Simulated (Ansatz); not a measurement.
# CuO (P1) in Ansatz: further runs, part 2 of 3

Ansatz 0.2.0. The steps go on from the part before.

**3. Relaxation of cell and atoms, PBEsol+D3(BJ)**

The input, input.yaml:

```yaml
crystal:
  lattice:
    - [0.0, 2.11656, 2.11656]
    - [2.11656, 0.0, 2.11656]
    - [2.11656, 2.11656, 0.0]
  atoms:
    - { symbol: Cu, position: [0.02949772, 0.02810087, 0.90802599] }
    - { symbol: O, position: [0.47050228, 0.47189913, 0.59197401] }
hamiltonian:
  xc: pbesol
  pseudopotentials: { kind: paw }
  dispersion: d3bj
kpoints:
  mp_grid: { grid: [11, 11, 11] }
scf:
  occupations: { method: fermi_dirac, width: 0.05 }
output:
  forces: true
  stress: true
  eigenvalues: true
relax:
  f_tol: 0.01
  max_steps: 40
  cell: { stress_tol: 0.05 }
```

Potentials or basis: Ansatz PAW.

Run with:

```
$ ansatz run input.yaml --threads 2 --pin off --max-ram 5632MiB --backend cpu --events-out ev --progress --plain --runs-dir out
```

The program printed:

```text
Warning: RAYON_NUM_THREADS=2 ignored (pool sized by the plan → 2); use --threads N
Engine: ansatz 0.2.0, aarch64-unknown-linux-gnu
Pseudopotentials: kind: paw
Pseudopotential: Cu, paw, valence charge 19, recommended cutoff 420 eV (normal), Cu.paw.azcp
Pseudopotential: O, paw, valence charge 6, recommended cutoff 420 eV (normal), O.paw.azcp
Functional definition: PBEsol
  exchange = pbesol_x
  correlation = pbesol_c
Crystal: 2 atoms, lattice volume = 18.964 Å³
Basis set: ecut = 420 eV, 339 PW (Γ), exchange–correlation on 48×48×48 points (8 copies of the dense FFT grid, shifted against one another)
Bands: 17, of which v1, the nominal top of the filled ones, is band 13 counted from 1 (12 counted from 0)
Symmetry: 1 space group operations
Space group: P1 (ITA 1), of the structure as read, at distance tolerance 2.7e-5 Å
k-points: 666 of 1331 (time reversal used)
Non-local potential: Cu, projectors of the file, l = 0: 3, l = 1: 2, l = 2: 3, l = 3: 1
Non-local potential: O, projectors of the file, l = 0: 2, l = 1: 2, l = 2: 1
PAW form: soft (Blöchl's): semilocal exchange-correlation on the pseudo side does not see the compensation charge
PAW frozen core: Cu, regenerated for the run's functional, and the local potential with it (the file was generated under x = pbe(κ = 0.804, μ = 0.2195149727645171), c = pbe(β = 0.06672455060314922))
PAW frozen core: O, regenerated for the run's functional, and the local potential with it (the file was generated under x = pbe(κ = 0.804, μ = 0.2195149727645171), c = pbe(β = 0.06672455060314922))
PAW one-centre angular grid: Cu, 590 points (default); XC on 64 Gauss nodes
PAW one-centre angular grid: O, 110 points (default); XC on 64 Gauss nodes
Initial density: superposition of atomic densities (neutral atoms: chi_scale 0, normalization atom), corrected by the library's trained network
Initial wavefunctions: pseudopotential atomic-orbital guess
Functional: x = pbesol(κ = 0.804, μ = 0.12345679012345678), c = pbesol(β = 0.046)
SCF iter   1: F=—  HF=-7148.122633 eV  |F-HF|=—  |Δ(HF+E_count)|=         —  Δρ=2.01e-2  dr2=4.10e-2  ethr=1.77e-3  ⟨swp⟩=5.9  Hψ=50540  notcnv=0
preconditioner: auto → none  [metal: Δε(μ)=0.001 eV  Ē_g=14.828 eV  σ=0.050 eV  W_gap=0.01  n_scr=8 (ndim 8)  ℏωp=35.2 eV  f_vac=0.000  D(μ)=2.41/eV (n_scr^D=26)  sad-step TF]
SCF iter   2: F=—  HF=-7148.112181 eV  |F-HF|=—  |Δ(HF+E_count)|=   1.05e-2  Δρ=8.33e-3  dr2=9.02e-3  ethr=1.64e-4  ⟨swp⟩=2.8  Hψ=23541  notcnv=0
SCF iter   3: F=—  HF=-7148.109581 eV  |F-HF|=—  |Δ(HF+E_count)|=   2.60e-3  Δρ=1.95e-3  dr2=5.56e-4  ethr=3.61e-5  ⟨swp⟩=2.6  Hψ=18154  notcnv=0
SCF iter   4: F=—  HF=-7148.109449 eV  |F-HF|=—  |Δ(HF+E_count)|=   1.32e-4  Δρ=3.29e-4  dr2=9.93e-6  ethr=2.22e-6  ⟨swp⟩=2.6  Hψ=16728  notcnv=0
SCF iter   5: F=—  HF=-7148.109455 eV  |F-HF|=—  |Δ(HF+E_count)|=   5.92e-6  Δρ=3.16e-5  dr2=8.14e-8  ethr=3.97e-8  ⟨swp⟩=2.2  Hψ=17060  notcnv=0
SCF iter   6: F=-7148.109455 eV  HF=-7148.109455 eV  |F-HF|=8.99e-9  |Δ(HF+E_count)|=   1.20e-8  Δρ=1.06e-5  dr2=6.00e-9  ethr=3.25e-10  ⟨swp⟩=2.4  Hψ=42717  notcnv=0
SCF 1 converged in 6 iterations: F = -7148.109455 eV  dr2 = 6.00e-9
relax step   1: F+E_penalty+E_count = -7148.10945469 eV  Δ(F+E_penalty+E_count) = +0.000e0 eV  max|allowed force component| = 5.278e-1 eV/Å  Δτ_max = 0.0000 Å  P = +4.690 GPa  Ω = 18.964 Å³  (6 SCF iters, dr2 threshold 1.00e-7 eV, accepted)
Crystal: 2 atoms, lattice volume = 18.882 Å³
Initial density: handed on by an earlier stage of this run
Initial wavefunctions: those handed on with the density
iter 1 solved again at ethr=8.37e-6 eV; its pass at ethr=3.10e-3 eV (dr2=2.09e-3 eV) is discarded
SCF iter   1: F=—  HF=-7148.140971 eV  |F-HF|=—  |Δ(HF+E_count)|=         —  Δρ=4.95e-3  dr2=2.08e-3  ethr=8.37e-6  ⟨swp⟩=1.4  Hψ=67255  notcnv=0
preconditioner: auto → none  [metal: Δε(μ)=0.000 eV  Ē_g=14.905 eV  σ=0.050 eV  W_gap=0.00  n_scr=8 (ndim 8)  ℏωp=35.2 eV  f_vac=0.000  D(μ)=2.56/eV (n_scr^D=44)]
SCF iter   2: F=—  HF=-7148.140584 eV  |F-HF|=—  |Δ(HF+E_count)|=   3.87e-4  Δρ=1.94e-3  dr2=3.00e-4  ethr=8.32e-6  ⟨swp⟩=1.0  Hψ=11322  notcnv=0
SCF iter   3: F=—  HF=-7148.140539 eV  |F-HF|=—  |Δ(HF+E_count)|=   4.50e-5  Δρ=2.56e-4  dr2=3.14e-6  ethr=1.20e-6  ⟨swp⟩=1.2  Hψ=12100  notcnv=0
SCF iter   4: F=—  HF=-7148.140540 eV  |F-HF|=—  |Δ(HF+E_count)|=   1.69e-6  Δρ=4.81e-5  dr2=1.01e-7  ethr=1.26e-8  ⟨swp⟩=2.4  Hψ=18538  notcnv=0
iter 5 did not close the SCF: its close was put off for the readings that it lacked (scf_convergence_deferred on its scf_iter line)
[... 111 lines left out ...]
SCF iter   5: F=-7148.519542 eV  HF=-7148.519542 eV  |F-HF|=9.09e-13  |Δ(HF+E_count)|=    0.00e0  Δρ=5.52e-8  dr2=1.85e-13  ethr=1.00e-12  ⟨swp⟩=1.0  Hψ=11322  notcnv=0
iter 6 did not close the SCF: its close was put off for the readings that it lacked (scf_convergence_deferred on its scf_iter line)
SCF iter   6: F=-7148.519542 eV  HF=-7148.519542 eV  |F-HF|=9.09e-13  |Δ(HF+E_count)|=  1.82e-12  Δρ=6.73e-9  dr2=6.44e-15  ethr=1.00e-12  ⟨swp⟩=1.0  Hψ=11322  notcnv=0
iter 7 did not close the SCF: its close was put off for the readings that it lacked (scf_convergence_deferred on its scf_iter line)
SCF iter   7: F=-7148.519542 eV  HF=-7148.519542 eV  |F-HF|=2.73e-12  |Δ(HF+E_count)|=  9.09e-13  Δρ=1.34e-9  dr2=2.48e-16  ethr=1.00e-12  ⟨swp⟩=1.0  Hψ=11322  notcnv=0
SCF iter   8: F=-7148.519542 eV  HF=-7148.519542 eV  |F-HF|=0.00e0  |Δ(HF+E_count)|=  9.09e-13  Δρ=6.29e-10  dr2=3.71e-17  ethr=1.00e-12  ⟨swp⟩=1.9  Hψ=29682  notcnv=0
SCF 11 converged in 8 iterations: F = -7148.519542 eV  dr2 = 3.71e-17
relax step  11: F+E_penalty+E_count = -7148.51954161 eV  Δ(F+E_penalty+E_count) = +1.340e-4 eV  max|allowed force component| = 3.402e-5 eV/Å  Δτ_max = 0.0000 Å  P = -0.009 GPa  Ω = 17.787 Å³  stress off target by 1.07e-2 GPa  SCF on the basis re-selected at this cell (its energy is not comparable with the rows above)  (8 SCF iters)
basis re-selected at this cell: Δ(F+E_penalty+E_count) = +1.340e-4 eV, ΔP = -0.008 GPa vs the last step (what re-selecting the basis moved, of the pressure what is left beyond the Pulay correction that the steps carried, after the strain that the cell walked since its last selection, with what the two solves' SCF thresholds leave and, on support functions, any second-order correction that the steps lacked; it is no measure of the basis error at this ecutwfc). This SCF's stress stands 1.07e-2 GPa from its target on what of the cell is left free (relax.cell.stress_tol is 5.00e-2 GPa) and its largest allowed force component is 3.40e-5 eV/Å (relax.f_tol is 1.00e-2 eV/Å): within both
SCF converged after 8 iterations
Free energy (F): -7148.519542 eV
Harris-Foulkes:  -7148.519542 eV  (|F-HF|=0.00e0)
Internal energy: -7148.507287 eV  (E = F + TS)
E sigma→0 (E₀):  -7148.513414 eV
Entropy (-TS):   -0.012254 eV (-6.127 meV/atom)
Fermi energy:    14.367981 eV
--- Per-component energies (eV) ---
  E_band       = -367.356211
  E_kinetic    = 471.959802
  E_local      = -4470.975044  (includes V_loc(G=0)·N_el)
  E_nonlocal   = 445.429044
  E_hartree    = 1940.924108
  E_xc         = -160.674907
  E_vxc        = -207.359233  (∫ρ·V_xc dr)
  E_paw        = -1780.511680  (= ΣΔE_a)
  E_vpaw       = -488.261596  (= ΣTr[D̂ρ^β])
  E_aug_tail   = 0.002602  (compensation charges beyond the density's cutoff)
  E_ewald      = -3594.364775
  E_disp       = -0.537925  (pairwise vdW)
  E_core_change = 0.241490  (= ΣΔE_core)
  E_smearing   = -0.012254  (= −TS)
  E_closure    = -0.000000  (closes the sum)
  Σ components = -7148.519542   (vs F -7148.519542, Δ=0.00e0)
--- Forces (eV/Å), atoms counted from 1 ---
  atom   1  Cu    -0.00001766    -0.00002323     0.00003402
  atom   2  O      0.00001766     0.00002323    -0.00003402
  max |Σ_I F_I| component: 8.04e-11 eV/Å
--- Stress (GPa, compression-positive) ---
       -0.008429       0.000022       0.000206
        0.000022      -0.010689       0.000259
        0.000206       0.000259      -0.008984
  P = ⅓ Tr σ = -0.0094 GPa (-0.094 kbar)
--- Band table (eV; the first three rows and the last of 666) ---
  k-point 0: bands = ["-97.5636", "-55.0955", "-55.0955", "-55.0955", "-5.7636", "11.7170", "11.7171", "11.7172", "11.7408", "11.7408", "11.7409", "11.9909", "11.9910", "16.0032", "32.4709", "33.2988", "33.2989"]
  k-point 1: bands = ["-97.5635", "-55.0972", "-55.0958", "-55.0957", "-5.6621", "10.7843", "10.9915", "10.9915", "11.8004", "11.8004", "12.0747", "12.7404", "12.7404", "16.6235", "30.4252", "32.9586", "32.9589"]
  k-point 2: bands = ["-97.5631", "-55.1019", "-55.0964", "-55.0964", "-5.3768", "9.4028", "10.2425", "10.2425", "11.9416", "11.9416", "12.2593", "13.5781", "13.5781", "17.8743", "28.0604", "31.7374", "31.7379"]
  k-point 665: bands = ["-97.5618", "-55.1167", "-55.0999", "-55.0989", "-4.2212", "6.3188", "8.9112", "8.9858", "12.4082", "12.4306", "12.8861", "14.8233", "15.1308", "20.5542", "24.3217", "27.6198", "28.5227"]
--- Relaxed structure (9 steps of the walk, 9 accepted, 2 SCFs on fresh bases) ---
  F+E_penalty+E_count = -7148.51954161 eV   max|allowed force component| = 3.402e-5 eV/Å   (the final SCF, on the basis selected at the relaxed cell)
  cell:  # Å, volume = 17.7869 Å³
    - [-5.176647941457743e-6, 2.0718695587757257, 2.0718258319917777]
    - [2.0718127962134147, -6.3798008882572915e-6, 2.0718270351447248]
    - [2.071816987868747, 2.071874953584005, -1.0571456220649255e-5]
  atoms:
    - { symbol: Cu, position: [-4.823989536824825e-7, -6.713590140676697e-7, 1.0000012704573065] }
    - { symbol: O, position: [0.5000004823989536, 0.5000006713590144, 0.49999872954269353] }
```

Wall time 2.4 min (2 threads of Arm Neoverse V1, shared host); peak memory 0.59 GiB.

Results:

```
Free energy                            : -7148.5195 eV
Relaxed volume                         : 8.89 Å³/atom
Relaxed cell                           : a = 2.930 Å, b = 2.930 Å, c = 2.930 Å, α = 60.00°, β = 60.00°, γ = 60.00°
Space group after relaxing (to 0.05 Å) : Fm-3m (No. 225)
Energy gained by relaxing              : 205.0 meV/atom
Ionic steps                            : 11
Pressure after relaxing                : 0.0 GPa
Band gap on the k mesh                 : none (metal or under the smearing width)
```

The path:
| step | energy change (eV) | largest force (eV/Å) | volume (Å³) |
| --- | --- | --- | --- |
| 1 | 0.0000 | 0.7786 | 18.96 |
| 2 | -0.0311 | 0.8544 | 18.88 |
| 3 | -0.1514 | 1.1255 | 18.49 |
| 4 | -0.2760 | 0.7292 | 17.87 |
| 5 | -0.3843 | 0.2809 | 17.97 |
| 6 | -0.3967 | 0.0863 | 17.11 |
| 7 | -0.4149 | 0.0087 | 17.79 |
| 8 | -0.4148 | 0.0000 | 17.81 |
| 9 | -0.4101 | 0.0000 | 17.81 |
| 10 | -0.4102 | 0.0000 | 17.79 |
| 11 | -0.4101 | 0.0000 | 17.79 |

Final structure:
```yaml
crystal:
  lattice:
    - [-0.00001, 2.07187, 2.07183]
    - [2.07181, -0.00001, 2.07183]
    - [2.07182, 2.07187, -0.00001]
  atoms:
    - { symbol: Cu, position: [0.00000, 0.00000, 0.00000] }
    - { symbol: O, position: [0.50000, 0.50000, 0.50000] }
```

Levels at points of the mesh, in eV from the Fermi level:
```csv
k point,band 10,band 11,band 12,band 13,band 14,band 15,band 16,band 17
"(0.00, 0.00, 0.00)",-2.63,-2.63,-2.38,-2.38,1.64,18.10,18.93,18.93
```

Caveat: the plane-wave basis is chosen anew once the cell has moved, so the energies of steps on either side of that aren't comparable; the pressure holds a Pulay correction of +0.9 GPa for the finite cutoff; an odd number of electrons without spin polarisation forces a metal; a magnetic or distorted state may lie lower; the run has no spin polarisation, though such a crystal can be magnetic; semilocal functionals often make such compounds metallic where correlation or magnetic order opens a gap, which also shifts bond lengths; pairwise dispersion overbinds metals, which lowers pressure and volume; the PAW data sets come from PBE, with cores solved anew for the run's functional, which leaves a small shift of forces and pressure.

**4. Relaxation of cell and atoms, BLYP+D3(BJ)**

input.yaml, as its differences from that of step 3:

```diff
@@ -9,3 +9,3 @@
 hamiltonian:
-  xc: pbesol
+  xc: blyp
   pseudopotentials: { kind: paw }
@@ -20,2 +20,6 @@
   eigenvalues: true
+  write_density: true
+  write_potential: true
+  elf: true
+  volumetric_format: npy
 relax:
```

Run with:

```
$ ansatz run input.yaml --threads 2 --pin off --max-ram 5632MiB --backend cpu --events-out ev --progress --plain --runs-dir out
```

Run time: 2.1 min. Hardware: 2 threads of Arm Neoverse V1, shared host; peak memory 0.56 GiB.

It converged, with:

* Free energy: -7203.2610 eV
* Relaxed volume: 9.38 Å³/atom
* Relaxed cell: a = 2.982 Å, b = 2.982 Å, c = 2.982 Å, α = 60.00°, β = 60.00°, γ = 60.00°
* Space group after relaxing (to 0.05 Å): Fm-3m (No. 225)
* Energy gained by relaxing: 210.1 meV/atom
* Ionic steps: 9
* Pressure after relaxing: 0.0 GPa
* Band gap on the k mesh: none (metal or under the smearing width)

The path:
```tsv
step	energy change (eV)	largest force (eV/Å)	volume (Å³)
1	0.0000	0.9900	18.96
2	-0.0553	0.8249	19.48
3	-0.1316	0.8919	19.89
4	-0.2607	0.4125	20.02
5	-0.3923	0.1662	19.45
6	-0.4209	0.0163	18.68
7	-0.4214	0.0026	18.76
8	-0.4214	0.0003	18.76
9	-0.4203	0.0003	18.76
```

Final structure:
```
Cu O
1.0
     0.00003    2.10891    2.10898
     2.10880    0.00004    2.10897
     2.10882    2.10892    0.00002
Cu O
1 1
Cartesian
  2.1088 2.1089 0.0000
  2.1088 2.1089 2.1090
```

Levels at points of the mesh, in eV from the Fermi level:
```csv
k point,band 10,band 11,band 12,band 13,band 14,band 15,band 16,band 17
"(0.00, 0.00, 0.00)",-2.39,-2.39,-2.21,-2.21,1.68,18.94,19.07,19.07
```

Caveat: the plane-wave basis is chosen anew once the cell has moved, so the energies of steps on either side of that aren't comparable; the pressure holds a Pulay correction of +1.0 GPa for the finite cutoff; an odd number of electrons without spin polarisation forces a metal; a magnetic or distorted state may lie lower; the run has no spin polarisation, though such a crystal can be magnetic; semilocal functionals often make such compounds metallic where correlation or magnetic order opens a gap, which also shifts bond lengths; pairwise dispersion overbinds metals, which lowers pressure and volume; the PAW data sets come from PBE, with cores solved anew for the run's functional, which leaves a small shift of forces and pressure.

**5. Single point, PBE**

The input, input.yaml:

```yaml
crystal:
  lattice:
    - [0.0, 2.11656, 2.11656]
    - [2.11656, 0.0, 2.11656]
    - [2.11656, 2.11656, 0.0]
  atoms:
    - { symbol: Cu, position: [0.02949772, 0.02810087, 0.90802599] }
    - { symbol: O, position: [0.47050228, 0.47189913, 0.59197401] }
hamiltonian:
  xc: pbe
  pseudopotentials: { kind: paw }
kpoints:
  mp_grid: { grid: [11, 11, 11] }
scf:
  occupations: { method: fermi_dirac, width: 0.05 }
basis:
  ecutwfc: "300 eV"
output:
  forces: true
  stress: true
  eigenvalues: true
```

Potentials or basis: Ansatz PAW.

Run with:

```
$ ansatz run input.yaml --threads 2 --pin off --max-ram 5632MiB --backend cpu --events-out ev --progress --plain --runs-dir out
```

The program printed:

```text
Warning: basis.ecutwfc = 300 eV is below the records' recommended 420 eV, and the density's cutoff is lower with it unless basis.ecutrho_ratio is high enough to keep the records' density cutoff: compare with a run at a higher cutoff
Warning: RAYON_NUM_THREADS=2 ignored (pool sized by the plan → 2); use --threads N
[... 4 set-up lines as earlier in the session ...]
Functional definition: PBE
  parameter kappa = 0.804
  parameter beta = 0.06672455060314922
  exchange = pbe_x(kappa = kappa, mu = beta*pi^2/3)
  correlation = pbe_c(beta = beta)
Crystal: 2 atoms, lattice volume = 18.964 Å³
Basis set: ecut = 300 eV, 229 PW (Γ), exchange–correlation on 36×36×36 points (8 copies of the dense FFT grid, shifted against one another)
Bands: 17, of which v1, the nominal top of the filled ones, is band 13 counted from 1 (12 counted from 0)
[... 2 set-up lines as earlier in the session ...]
k-points: 666 of 1331 (time reversal used)
[... 6 set-up lines as earlier in the session ...]
[... 10 lines left out ...]
SCF converged after 6 iterations
Free energy (F): -7189.834465 eV
Harris-Foulkes:  -7189.834465 eV  (|F-HF|=4.95e-9)
Internal energy: -7189.813701 eV  (E = F + TS)
E sigma→0 (E₀):  -7189.824083 eV
Entropy (-TS):   -0.020763 eV (-10.382 meV/atom)
Fermi energy:    13.059781 eV
--- Per-component energies (eV) ---
  E_band       = -400.007400
  E_kinetic    = 475.313360
  E_local      = -4666.100018  (includes V_loc(G=0)·N_el)
  E_nonlocal   = 451.486809
  E_hartree    = 2028.327380
  E_xc         = -162.647134
  E_vxc        = -208.831913  (∫ρ·V_xc dr)
  E_paw        = -1831.088532  (= ΣΔE_a)
  E_vpaw       = -508.530999  (= ΣTr[D̂ρ^β])
  E_aug_tail   = 0.004060  (compensation charges beyond the density's cutoff)
  E_ewald      = -3485.109627
  E_smearing   = -0.020763  (= −TS)
  E_closure    = 0.000000  (closes the sum)
  Σ components = -7189.834465   (vs F -7189.834465, Δ=0.00e0)
--- Forces (eV/Å), atoms counted from 1 ---
  atom   1  Cu     0.57174923     0.51356686    -0.34164087
  atom   2  O     -0.57176676    -0.51358432     0.34165780
  max |Σ_I F_I| component: 1.75e-5 eV/Å
--- Stress (GPa, compression-positive) ---
       19.278842      -3.595384       2.880076
       -3.595384      18.436305       2.685077
        2.880077       2.685078      15.788888
  P = ⅓ Tr σ = 17.8347 GPa (178.347 kbar)
--- Band table (eV; the first three rows and the last of 666) ---
  k-point 0: bands = ["-99.2882", "-56.7160", "-56.6945", "-56.5596", "-6.7144", "8.5146", "8.5678", "9.2198", "10.5531", "10.5885", "12.5216", "12.8317", "12.8604", "14.5349", "30.0461", "31.2656", "31.3880"]
  k-point 1: bands = ["-99.2907", "-56.7187", "-56.6972", "-56.5613", "-6.6354", "8.3985", "8.4527", "8.9271", "10.5886", "10.6198", "12.1442", "12.9319", "12.9622", "15.2494", "28.4586", "30.9695", "31.0810"]
  k-point 2: bands = ["-99.2913", "-56.7183", "-56.6969", "-56.5666", "-6.4093", "8.1332", "8.1582", "8.2354", "10.6993", "10.7219", "11.7457", "13.2440", "13.2727", "16.5186", "26.2553", "29.9853", "30.0645"]
  k-point 665: bands = ["-99.2919", "-56.7324", "-56.7035", "-56.5668", "-5.5202", "5.6451", "7.8888", "8.7988", "10.8528", "10.9409", "11.4862", "12.6944", "13.2555", "20.0071", "22.1571", "26.6231", "28.9744"]
```

It took 6.6 s on 2 threads of Arm Neoverse V1, shared host; peak memory 0.44 GiB.

What came out:

- Free energy: -7189.8345 eV
- Pressure: 17.8 GPa
- Largest force: 0.841 eV/Å
- Band gap on the k mesh: none (metal or under the smearing width)

Forces in eV/Å, atoms in the order of the input:
```
Cu   0.572  0.514 -0.342
O   -0.572 -0.514  0.342
```

Levels at points of the mesh, in eV from the Fermi level:
```tsv
k point	band 11	band 12	band 13	band 14	band 15	band 16
(0.00, 0.00, 0.00)	-0.54	-0.23	-0.20	1.48	16.99	18.21
```

Caveat: so large a pressure means that the cell lies far from this level's equilibrium, or that cutoff or potentials fall short; the pressure holds a Pulay correction of +44.0 GPa for the finite cutoff; an odd number of electrons without spin polarisation forces a metal; a magnetic or distorted state may lie lower; the run has no spin polarisation, though such a crystal can be magnetic; semilocal functionals often make such compounds metallic where correlation or magnetic order opens a gap, which also shifts bond lengths; the cutoff lies under the one recommended for these potentials. With open d or f shells a metallic result of PBE can be an artefact of self-interaction; +U or a hybrid may open a gap.

(Continued in part 3 of 3.)
